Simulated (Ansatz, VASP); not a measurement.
# Si in VASP and in Ansatz

```xyz
1
Lattice="-1.6269 1.6269 1.3203 1.6269 -1.6269 1.3203 1.6269 1.6269 -1.3203" Properties=species:S:1:pos:R:3 pbc="T T T"
Si    0.0000    0.0000    0.0000
```

This isn't the form of Si at room conditions, which is diamond.

Alike in both runs: task single point; functional PBE; k mesh 13 × 13 × 13; occupations gaussian, width 0.015 eV; no spin polarisation.

|  | VASP | Ansatz |
| --- | --- | --- |
| version | VASP 6.6.1 | Ansatz 0.2.0 |
| potentials or method | VASP PAW PBE potentials, release 64 (Si) | Ansatz PAW |
| plane-wave cutoff (eV) | 520 | 420 |
| valence electrons in the cell | 4 | 4 |

VASP gave:

* gap on the k mesh at the Fermi level (eV): none
* pressure (GPa): 3.3
* largest component of the traceless stress (GPa): 3.08

Q: What did Ansatz give for the same quantities?

A: gap on the k mesh at the Fermi level (eV): none; pressure (GPa): 3.4; largest component of the traceless stress (GPa): 3.05.

A gap of «none» marks a metal or a gap that the smearing closes.
